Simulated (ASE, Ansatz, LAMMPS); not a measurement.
# Electronic structure of bare Al-Cu alloy nanowire along [110] (110 atoms)

What does DFT give for bare Al-Cu alloy nanowire along [110] (110 atoms) as built?

Main program and level: Ansatz 0.2.0; Kohn-Sham DFT, PBE, PAW (set soft_2), localised support functions (medium).

### 1. The starting structure

The cell holds 110 atoms: 55 Al and 55 Cu. Its edges and angles: a = 25.200 Å, b = 26.183 Å, c = 5.557 Å, α = 90.0°, β = 90.0°, γ = 90.0°. It derives from Al (fcc) and Cu. Hexagon section of size parameter 9.53 Å cut from fcc Al (a = 4.05 Å) along [110], 2 periods, 9 Å of vacuum, 55 atoms Cu at random; minimised with a classical potential (one cell length free). Vacuum lies along a and b. The structure repeats along c.

Before any run, some limits are plain. The cell is under 6 Å thick along one periodic direction, so every atom has periodic images of itself close by, which move with it and show among its neighbours and in g(r). The host structure and its lattice constant were typed by rule, without a check against the phase diagram. Beside vacuum, support functions can miss their usual error bounds without a warning.

### 2. How the cell was made

A minimisation with a classical potential prepares the built cell.

This step: classical potential: EAM (Cai and Ye, Phys. Rev. B 54, 8398 (1996)) (LAMMPS stable Jul 2025 - Update 4).

Contents of in.lammps:

```
units metal
atom_style atomic
boundary p p p
atom_modify map array
read_data structure.data
pair_style eam/alloy
pair_coeff * * AlCu.eam.alloy Al Cu
thermo_style custom step temp pe press lx ly lz fmax
thermo 200
min_style cg
minimize 0 1e-4 3000 30000
fix box all box/relax z 0.0 vmax 0.001
minimize 0 1e-4 3000 30000
unfix box
minimize 0 1e-4 2000 20000
write_data relaxed.data nocoeff
```

Started as:

```sh
lmp -in in.lammps -log log.lammps -screen none -nocite
```

Numbers of over 12 decimals in the logs are rounded to 6 here.

What it wrote:

```text
LAMMPS (22 Jul 2025 - Update 4)
  110 atoms
   Step          Temp          PotEng         Press            Lx             Ly             Lz            Fmax     
         0   0             -359.60021     -57011.267      25.2           26.182695      5.7275649      1.1218315    
        99   0             -376.15376     -3976.699       25.2           26.182695      5.7275649      0.0088219921 
Loop time of 0.293416 on 1 procs for 99 steps with 110 atoms
Minimization stats:
  Stopping criterion = linesearch alpha is zero
  Energy initial, next-to-last, final = 
     -359.600208916809   -376.15376255991   -376.15376255991
[... 13 lines left out ...]
  Iterations, force evaluations = 48 167
   Step          Temp          PotEng         Press            Lx             Ly             Lz            Fmax     
       147   0             -376.66581      5197.1693      25.2           26.182695      5.557014       0.11199352   
       185   0             -376.96944     -3423.73        25.2           26.182695      5.557014       0.0040314849 
Loop time of 0.121351 on 1 procs for 38 steps with 110 atoms
Minimization stats:
  Stopping criterion = linesearch alpha is zero
  Energy initial, next-to-last, final = 
     -376.665812884408  -376.969438188043  -376.969438188043
  Force two-norm initial, final = 0.62784139 0.022225236
  Force max component initial, final = 0.11199352 0.0040314849
  Iterations, force evaluations = 38 107
```

It took 1.2 s on 1 thread of Intel Xeon at 2.80GHz (Skylake/Cascade Lake), shared host.

### 3. Support functions medium

The electrons are solved once, with the atoms held.

Contents of input.yaml:

```yaml
crystal:
  lattice:
    - [25.2, 0.0, 0.0]
    - [0.0, 26.18269, 0.0]
    - [0.0, 0.0, 5.55701]
  atoms:
    - { symbol: Al, position: [0.34258, 0.19477, 0.26493] }
    - { symbol: Cu, position: [0.34592, 0.20241, 0.76053] }
    - { symbol: Al, position: [0.27146, 0.25004, 0.02041] }
    - { symbol: Cu, position: [0.31622, 0.32456, 0.26845] }
    - { symbol: Cu, position: [0.27542, 0.25165, 0.5055] }
    - { symbol: Al, position: [0.31469, 0.32162, 0.76174] }
    - { symbol: Al, position: [0.23573, 0.36457, 0.01856] }
    - { symbol: Al, position: [0.25967, 0.4585, 0.26343] }
    - { symbol: Al, position: [0.23671, 0.36616, 0.51114] }
    - { symbol: Al, position: [0.25814, 0.45802, 0.76347] }
    - { symbol: Al, position: [0.19772, 0.52946, 0.02054] }
    - { symbol: Cu, position: [0.27737, 0.5744, 0.26236] }
    - { symbol: Cu, position: [0.20514, 0.52962, 0.50438] }
    - { symbol: Al, position: [0.27494, 0.57309, 0.77176] }
    - { symbol: Al, position: [0.20799, 0.63605, 0.02421] }
    - { symbol: Cu, position: [0.29312, 0.67696, 0.26673] }
    - { symbol: Al, position: [0.20882, 0.63474, 0.51091] }
    - { symbol: Al, position: [0.29082, 0.67876, 0.76788] }
    - { symbol: Al, position: [0.2295, 0.74202, 0.02626] }
    - { symbol: Cu, position: [0.31355, 0.77997, 0.27487] }
    - { symbol: Al, position: [0.22894, 0.74104, 0.51201] }
    - { symbol: Al, position: [0.30903, 0.78774, 0.76777] }
    - { symbol: Cu, position: [0.41504, 0.15068, 0.0044] }
    - { symbol: Cu, position: [0.45089, 0.22098, 0.2684] }
    - { symbol: Al, position: [0.41533, 0.14447, 0.517] }
    - { symbol: Cu, position: [0.44951, 0.22324, 0.75484] }
    - { symbol: Cu, position: [0.38218, 0.2714, 0.02505] }
    - { symbol: Cu, position: [0.41307, 0.35214, 0.26863] }
    - { symbol: Cu, position: [0.38339, 0.27193, 0.5007] }
    - { symbol: Al, position: [0.41379, 0.35232, 0.75517] }
    - { symbol: Al, position: [0.33901, 0.40591, 0.01231] }
    - { symbol: Al, position: [0.41436, 0.4528, 0.27152] }
    - { symbol: Cu, position: [0.33756, 0.40633, 0.51328] }
    - { symbol: Cu, position: [0.41442, 0.4552, 0.75823] }
    - { symbol: Al, position: [0.34104, 0.51022, 0.01385] }
    - { symbol: Al, position: [0.41989, 0.55678, 0.26778] }
    - { symbol: Al, position: [0.33951, 0.5091, 0.51794] }
    - { symbol: Cu, position: [0.41964, 0.55736, 0.7679] }
    - { symbol: Cu, position: [0.35366, 0.61533, 0.01573] }
    - { symbol: Al, position: [0.43051, 0.65848, 0.26632] }
    - { symbol: Al, position: [0.35414, 0.61612, 0.52122] }
    - { symbol: Cu, position: [0.43097, 0.65732, 0.76968] }
    - { symbol: Al, position: [0.3705, 0.72092, 0.01115] }
    - { symbol: Al, position: [0.44884, 0.76286, 0.26938] }
    - { symbol: Cu, position: [0.3704, 0.72077, 0.5234] }
    - { symbol: Cu, position: [0.44878, 0.76084, 0.76515] }
    - { symbol: Cu, position: [0.39187, 0.82227, 0.01182] }
    - { symbol: Cu, position: [0.39089, 0.82053, 0.5252] }
    - { symbol: Al, position: [0.51842, 0.16619, 0.01014] }
    - { symbol: Cu, position: [0.55312, 0.24574, 0.26462] }
    - { symbol: Al, position: [0.52043, 0.16527, 0.51324] }
    - { symbol: Cu, position: [0.55247, 0.24588, 0.75904] }
    - { symbol: Al, position: [0.48201, 0.29778, 0.01665] }
    - { symbol: Al, position: [0.55634, 0.34797, 0.26117] }
    - { symbol: Cu, position: [0.48331, 0.29808, 0.50706] }
    - { symbol: Al, position: [0.55588, 0.34688, 0.76364] }
    - { symbol: Cu, position: [0.48379, 0.40164, 0.01345] }
    - { symbol: Al, position: [0.56091, 0.45142, 0.26572] }
    - { symbol: Cu, position: [0.48542, 0.40168, 0.51335] }
    - { symbol: Al, position: [0.56145, 0.44926, 0.76494] }
    - { symbol: Al, position: [0.48867, 0.50304, 0.01202] }
    - { symbol: Cu, position: [0.56372, 0.55075, 0.27406] }
    - { symbol: Cu, position: [0.48812, 0.50238, 0.52115] }
    - { symbol: Al, position: [0.56659, 0.54927, 0.76096] }
    - { symbol: Cu, position: [0.49625, 0.60255, 0.01479] }
    - { symbol: Cu, position: [0.56622, 0.64898, 0.27469] }
    - { symbol: Cu, position: [0.49448, 0.60065, 0.52207] }
    - { symbol: Al, position: [0.5699, 0.64959, 0.75977] }
    - { symbol: Cu, position: [0.50376, 0.70054, 0.01448] }
    - { symbol: Cu, position: [0.56211, 0.75586, 0.2717] }
    - { symbol: Cu, position: [0.50226, 0.69987, 0.52107] }
    - { symbol: Al, position: [0.5643, 0.75831, 0.76223] }
    - { symbol: Al, position: [0.50874, 0.82725, 0.01675] }
    - { symbol: Al, position: [0.50757, 0.8287, 0.51863] }
    - { symbol: Al, position: [0.6225, 0.19216, 0.01164] }
    - { symbol: Cu, position: [0.69736, 0.24115, 0.25607] }
    - { symbol: Cu, position: [0.62238, 0.19442, 0.51252] }
    - { symbol: Cu, position: [0.69726, 0.24124, 0.76849] }
    [... 26 atom lines left out ...]
    - { symbol: Cu, position: [0.77645, 0.49781, 0.00703] }
    - { symbol: Al, position: [0.78219, 0.49428, 0.52242] }
    - { symbol: Al, position: [0.77997, 0.5995, 0.01797] }
    - { symbol: Al, position: [0.78166, 0.59895, 0.51766] }
    - { symbol: Al, position: [0.77564, 0.70732, 0.01912] }
    - { symbol: Al, position: [0.77731, 0.70718, 0.51767] }
kpoints:
  mp_grid: { grid: [1, 1, 4] }
hamiltonian:
  xc: pbe
scf:
  occupations: { method: fermi_dirac, width: 0.1 }
  eigensolver: { kind: { support_functions: { accuracy: medium } } }
  mixing: { beta: 0.2 }
  max_iter: 150
output:
  forces: true
```

Started as:

```sh
ansatz run input.yaml --threads 8 --pin off --max-ram 15872MiB --backend cpu --events-out ev --progress --plain --runs-dir out
```

What it wrote:

```text
Warning: scf.eigensolver.kind.support_functions: disabling space-group detection — the functions' gradient is summed over unrotated k-points, so no spatial operation reduces the k-mesh or symmetrises the density; time reversal is kept, so that k and −k are solved as one point where they differ and the mesh holds both, and exact exchange and, on two spinor components, a DFT+U term hold to it where the run has them: [...]
settings of this run that can trade accuracy for cost: scf.eigensolver.kind.support_functions [...]
Engine: ansatz 0.2.0, x86_64-unknown-linux-gnu
Pseudopotentials: kind: paw
Pseudopotential: Al, paw, valence charge 3, recommended cutoff 420 eV (normal), Al.paw.azcp
Pseudopotential: Cu, paw, valence charge 19, recommended cutoff 420 eV (normal), Cu.paw.azcp
[... 5 lines on functional and potentials left out ...]
Crystal: 110 atoms, lattice volume = 3666.536 Å³
Basis set: ecut = 420 eV, 71669 PW (Γ), exchange–correlation on 360×360×80 points (8 copies of the dense FFT grid, shifted against one another)
Bands: 726, of which v1, the nominal top of the filled ones, is band 605 counted from 1 (604 counted from 0)
Symmetry: 1 space group operations
k-points: 3 of 4 (time reversal used)
[... 5 lines on functional and potentials left out ...]
Initial density: superposition of atomic densities (neutral atoms: chi_scale 0, normalization atom)
Initial wavefunctions: pseudopotential atomic-orbital guess
Functional: x = pbe(κ = 0.804, μ = 0.219515), c = pbe(β = 0.066725)
SCF iter   1: F=—  HF=-393977.472957 eV  |F-HF|=—  |Δ(HF+E_count)|=         —  Δρ=1.53e-1  dr2=7.86e2  ethr=1.00e-1
preconditioner: auto → LDOS  [metal: Δε(μ)=0.026 eV  Ē_g=5.564 eV  σ=0.100 eV  W_gap=0.06  n_scr=680 (ndim 8)  ℏωp=17.0 eV  f_vac=0.507  D(μ)=62.30/eV (n_scr^D=358)  β=0.2 kept]
SCF iter   2: F=—  HF=-393969.089383 eV  |F-HF|=—  |Δ(HF+E_count)|=    8.38e0  Δρ=9.33e-2  dr2=3.75e2  ethr=6.50e-2
SCF iter   3: F=—  HF=-393952.523317 eV  |F-HF|=—  |Δ(HF+E_count)|=    1.66e1  Δρ=5.81e-2  dr2=1.94e2  ethr=3.10e-2  κ⁻¹=1.0e0(r=1)
SCF iter   4: F=—  HF=-393937.967797 eV  |F-HF|=—  |Δ(HF+E_count)|=    1.46e1  Δρ=1.90e-2  dr2=5.37e1  ethr=1.60e-2  κ⁻¹=1.9e-3(r=2)
SCF iter   5: F=—  HF=-393933.723346 eV  |F-HF|=—  |Δ(HF+E_count)|=    4.24e0  Δρ=9.03e-3  dr2=1.53e1  ethr=4.44e-3  κ⁻¹=2.1e-4(r=3)
SCF iter   6: F=—  HF=-393933.029329 eV  |F-HF|=—  |Δ(HF+E_count)|=   6.94e-1  Δρ=4.51e-3  dr2=1.78e0  ethr=1.27e-3  κ⁻¹=5.8e-5(r=4)
SCF iter   7: F=—  HF=-393933.115767 eV  |F-HF|=—  |Δ(HF+E_count)|=   8.64e-2  Δρ=2.36e-3  dr2=2.97e-1  ethr=1.47e-4  κ⁻¹=5.0e-5(r=5)
SCF iter   8: F=—  HF=-393933.200423 eV  |F-HF|=—  |Δ(HF+E_count)|=   8.47e-2  Δρ=1.81e-3  dr2=1.31e-1  ethr=2.45e-5  κ⁻¹=4.9e-6(r=6)
[...]
SCF iter  17: F=-393933.273065 eV  HF=-393933.273063 eV  |F-HF|=2.10e-6  |Δ(HF+E_count)|=   5.46e-6  Δρ=3.76e-6  dr2=8.09e-7  ethr=2.75e-10
SCF 1 converged in 17 iterations: F = -393933.310099 eV  dr2 = 8.09e-7
[...]
SCF converged after 17 iterations
Stability not checked: this state was not tested for a lower state beside it, because the mixer in use, unlike msr1, does not test its closes by its own steps (another_mixer; see scf.mixing.algorithm and scf.lower_state_search)
Free energy (F): -393933.310099 eV
Harris-Foulkes:  -393933.310097 eV  (|F-HF|=2.10e-6)
Internal energy: -393931.918860 eV  (E = F + TS)
E sigma→0 (E₀):  -393932.614479 eV
Entropy (-TS):   -1.391239 eV (-12.648 meV/atom)
Fermi energy:    2.496013 eV
--- Per-component energies (eV) ---
  E_band       = -35336.014286
  E_kinetic    = 17685.591459
  E_local      = -1703093.832081  (includes V_loc(G=0)·N_el)
  E_nonlocal   = 22056.037967
  E_softening  = -0.001097  (part of E_nonlocal)
  E_grid_corr  = -0.016538  (part of E_nonlocal)
  E_hartree    = 830524.669159
  E_xc         = -7062.561580
  E_vxc        = -7882.208974  (∫ρ·V_xc dr)
  E_paw        = -117211.522890  (= ΣΔE_a)
  E_vpaw       = -25151.373617  (= ΣTr[D̂ρ^β])
  E_aug_tail   = 0.014995  (compensation charges beyond the density's cutoff)
  E_ewald      = 563169.721146
  E_smearing   = -1.391239  (= −TS)
  E_closure    = 0.000000  (closes the sum)
  E_support_correction = -0.037034  (second-order, or where that is not computed along the SCF)
  E_support_correction_error = 3.7e-3  (of E_support_correction; not in F)
  Σ components = -393933.310099   (vs F -393933.310099, Δ=0.00e0)
--- Forces (eV/Å), atoms counted from 1 ---
  atom   1  Al     0.01635026     0.05824072    -0.04081756
  atom   2  Cu    -0.18294083    -0.23024463    -0.00983651
  atom   3  Al    -0.10001263    -0.32265555     0.08900042
  atom   4  Cu    -0.40348102     0.25269054    -0.19984009
  atom   5  Cu     0.34999431    -0.03649460     0.01641606
  atom   6  Al     0.22867401    -0.37457246    -0.44616617
  atom   7  Al    -0.22178231     0.04985782    -0.01074470
  atom   8  Al    -0.56275839     0.11855934     0.16431843
[...]
atom  13  Cu     0.33876383    -0.15358102     0.12362424
  atom  14  Al    -0.16629527    -0.04942003    -0.05585515
[...]
atom 109  Al    -0.13988915     0.19200398     0.07465484
  atom 110  Al    -0.14586593     0.24142940    -0.08336029
  max |Σ_I F_I| component: 3.29e-3 eV/Å
--- Band table (eV) ---
  k-point 0: bands = ["-110.9279", "-110.8949", "-110.8825", "-110.8453", [... 615 levels ...], "2.9574", "2.9838", "3.0281", "3.0928", "3.1287", "3.1725", "3.1856", "3.2744", "3.3279", "3.3655", "3.4624", "3.5445"]
  k-point 1: bands = ["-110.9279", "-110.8949", "-110.8825", "-110.8453", [... 615 levels ...], "3.1556", "3.2235", "3.2353", "3.2772", "3.3217", "3.3792", "3.4126", "3.4579", "3.4919", "3.5163", "3.6030", "3.6373"]
  k-point 2: bands = ["-110.9279", "-110.8949", "-110.8825", "-110.8453", [... 615 levels ...], "3.6237", "3.6597", "3.7003", "3.7200", "3.7800", "3.7893", "3.8032", "3.8821", "3.9163", "3.9686", "4.0074", "4.0697"]
  guard bands above this table: 95 of the run's 726 bands (output.publish_guard_bands: true publishes all)
settings of this run that can trade accuracy for cost: scf.eigensolver.kind.support_functions [...]
```

It took 73 s on 8 threads of AMD EPYC 9R45, shared host; peak memory 6.4 GiB; 9.5 min of CPU time.

The program notes that the band table was not solved further than the SCF left it and it switched symmetry off.

The run gave:

| Item | Value |
| --- | --- |
| free energy | -393933.3101 eV |
| free energy per atom | -3581.2119 eV/atom |
| SCF cycles | 17 |
| r.m.s. force component | 0.226 eV/Å |
| longest force | 0.9375 eV/Å |
| Fermi energy | 2.496 eV |
| levels partly filled by over 2 per cent | 47 |

Neighbours are counted within 3.12 Å (Al-Al), 3.12 Å (Al-Cu), 3.12 Å (Cu-Cu).

Length of the force by element and coordination:

| element | coordination | atoms | mean length of the force (eV/Å) | spread | least | most |
| --- | --- | --- | --- | --- | --- | --- |
| Al | all | 55 | 0.400 | 0.217 | 0.073 | 0.938 |
| Al | 7 | 13 | 0.321 | 0.157 | 0.118 | 0.679 |
| Al | 8 | 8 | 0.322 | 0.146 | 0.106 | 0.575 |
| Al | 9 | 2 | 0.415 | 0.342 | 0.073 | 0.757 |
| Al | 11 | 3 | 0.586 | 0.0391 | 0.532 | 0.626 |
| Al | 12 | 29 | 0.437 | 0.235 | 0.0843 | 0.938 |
| Cu | all | 55 | 0.292 | 0.118 | 0.0854 | 0.603 |
| Cu | 7 | 5 | 0.391 | 0.0644 | 0.292 | 0.462 |
| Cu | 8 | 6 | 0.400 | 0.131 | 0.240 | 0.603 |
| Cu | 9 | 6 | 0.168 | 0.074 | 0.0854 | 0.294 |
| Cu | 11 | 3 | 0.275 | 0.171 | 0.151 | 0.516 |
| Cu | 12 | 35 | 0.282 | 0.0927 | 0.116 | 0.526 |

The levels nearest the highest filled one (over half full), pooled over k-points and spins:

| level less the highest filled one (eV) | occupation |
| --- | --- |
| -0.0813 | 1.45 |
| -0.049 | 1.31 |
| -0.0369 | 1.26 |
| -0.0247 | 1.20 |
| -0.0171 | 1.16 |
| 0 | 1.08 |
| 0.0182 | 0.986 |
| 0.0256 | 0.949 |
| 0.0347 | 0.904 |
| 0.0563 | 0.798 |
| 0.0586 | 0.787 |
| 0.0765 | 0.704 |

### 4. Distances and neighbours

Bonds and neighbours are counted at the geometry of the runs.

Normalised to the volume that the atoms fill. g(r), total and by pair (bins of 0.2 Å):

| r (Å) | total | Al-Al | Al-Cu | Cu-Cu |
| --- | --- | --- | --- | --- |
| 2.40 | 0.04 | 0.00 | 0.00 | 0.16 |
| 2.60 | 6.08 | 3.50 | 6.41 | 8.02 |
| 2.80 | 3.44 | 4.92 | 3.34 | 2.17 |
| 3.00 | 0.11 | 0.05 | 0.17 | 0.06 |
| 3.20 | 0.08 | 0.10 | 0.10 | 0.05 |
| 3.40 | 0.15 | 0.04 | 0.23 | 0.09 |
| 3.60 | 0.39 | 0.30 | 0.45 | 0.37 |
| 3.80 | 1.06 | 0.86 | 1.13 | 1.10 |
| 4.00 | 0.57 | 0.65 | 0.56 | 0.53 |
| 4.20 | 0.22 | 0.17 | 0.25 | 0.21 |
| 4.40 | 0.70 | 0.32 | 0.76 | 0.97 |
| 4.60 | 2.51 | 2.15 | 2.45 | 2.98 |
| 4.80 | 1.98 | 2.10 | 2.06 | 1.70 |
| 5.00 | 0.33 | 0.39 | 0.24 | 0.46 |
| 5.20 | 0.78 | 0.57 | 0.74 | 1.04 |
| 5.40 | 0.83 | 1.10 | 0.78 | 0.69 |
| 5.60 | 0.69 | 1.22 | 0.23 | 1.08 |
| 5.80 | 0.48 | 0.48 | 0.52 | 0.39 |
| 6.00 | 0.90 | 0.67 | 0.91 | 1.09 |
| 6.20 | 1.13 | 1.15 | 1.05 | 1.29 |
| 6.40 | 0.47 | 0.44 | 0.51 | 0.44 |
| 6.60 | 0.67 | 0.50 | 0.77 | 0.67 |
| 6.80 | 0.51 | 0.48 | 0.46 | 0.63 |
| 7.00 | 1.40 | 1.12 | 1.50 | 1.48 |
| 7.20 | 1.40 | 1.12 | 1.51 | 1.46 |
| 7.40 | 0.67 | 0.95 | 0.68 | 0.39 |
| 7.60 | 0.34 | 0.36 | 0.34 | 0.32 |
| 7.80 | 0.53 | 0.45 | 0.56 | 0.55 |

Neighbours by pair of elements; one cutoff, the widest of the pairs' first minima of g(r), serves all pairs of this metal:

```csv
pair A-B,cutoff (Å),bonds,mean length (Å),spread (Å),shortest (Å),B about A,A about B
Al-Al,3.12,130,2.73,0.073,2.6,4.73,4.73
Al-Cu,3.12,294,2.69,0.083,2.52,5.34,5.34
Cu-Cu,3.12,148,2.64,0.09,2.49,5.38,5.38
```

How many atoms have how many bonded neighbours:

```
element  mean   7  8  9  11  12
     Al  10.1  13  8  2   3  29
     Cu  10.7   5  6  6   3  35
```

Bond length by coordination (bonds to H left out):

```csv
element,coordination,atoms,mean bond length (Å)
Al,7,13,2.73
Al,8,8,2.73
Al,9,2,2.71
Al,11,3,2.77
Al,12,29,2.70
Cu,7,5,2.66
Cu,8,6,2.68
Cu,9,6,2.67
Cu,11,3,2.6
Cu,12,35,2.67
```

With the cutoffs above, 53 % of Al atoms have 12 and 64 % of Cu atoms have 12 bonded neighbours.

Local excerpt of 14 atoms (numbers count through the whole input) about Al108, which has 8 bonded neighbours where the commonest count for Al is 12; x, y, z are measured from there.

```csv
atom,x,y,z,distance (Å),bonds,Fx,Fy,Fz (eV/Å)
Al108,0.00,0.00,0.00,0.00,8,-0.08,0.21,-0.06
Cu88,-1.82,-1.33,-1.37,2.64,12,0.22,-0.09,-0.09
Cu90,-1.89,-1.38,1.36,2.70,12,0.17,0.42,0.10
Cu92,-1.88,1.40,-1.35,2.71,12,-0.14,-0.23,-0.11
Al94,-1.92,1.39,1.36,2.74,12,-0.41,-0.16,-0.48
Al106,0.01,-2.74,0.03,2.74,8,0.04,-0.13,0.30
Al107,-0.04,0.01,-2.78,2.78,8,-0.09,-0.01,0.06
Al107,-0.04,0.01,2.78,2.78,8,-0.09,-0.01,0.06
Al110,-0.11,2.83,0.00,2.84,7,-0.15,0.24,-0.08
Cu93,-3.58,0.00,-0.07,3.58,12,-0.25,0.10,0.27
Cu105,-0.13,-2.65,2.72,3.80,8,-0.24,-0.15,0.09
Cu105,-0.13,-2.65,-2.84,3.88,8,-0.24,-0.15,0.09
Al109,-0.15,2.84,-2.77,3.97,7,-0.14,0.19,0.07
Al109,-0.15,2.84,2.79,3.98,7,-0.14,0.19,0.07
```

The column of bonds counts only the pairs Al-Al within 3.12 Å, Al-Cu within 3.12 Å, Cu-Cu within 3.12 Å; other neighbours, such as metal atoms beside each other in a compound, aren't counted, and periodic images can show an atom twice.

### 5. Results

| Property | Result |
| --- | --- |
| free energy per atom | -3581.2119 eV/atom |
| r.m.s. force component | 0.226 eV/Å |
| wall time of the 1 DFT run | 73 s |

**Reading.** 47 levels are partly filled, by over 2 % (on the run's k-points), as in a metal. With the cutoffs above, 53 % of Al atoms have 12 and 64 % of Cu atoms have 12 bonded neighbours.

What to keep in mind: The geometry was minimised with a classical potential and isn't relaxed at this level: its force components are 0.23 eV/Å r.m.s.

[Logs are printed without paths, hosts, clocks, repeated set-up lines and the standing remarks that a program may print on its own settings, such as how far it seeks lower states.]

[Hosts, paths, dates, database ids (printed as entryN), source tags and the programs' standing remarks are cut or masked in the printed files.]
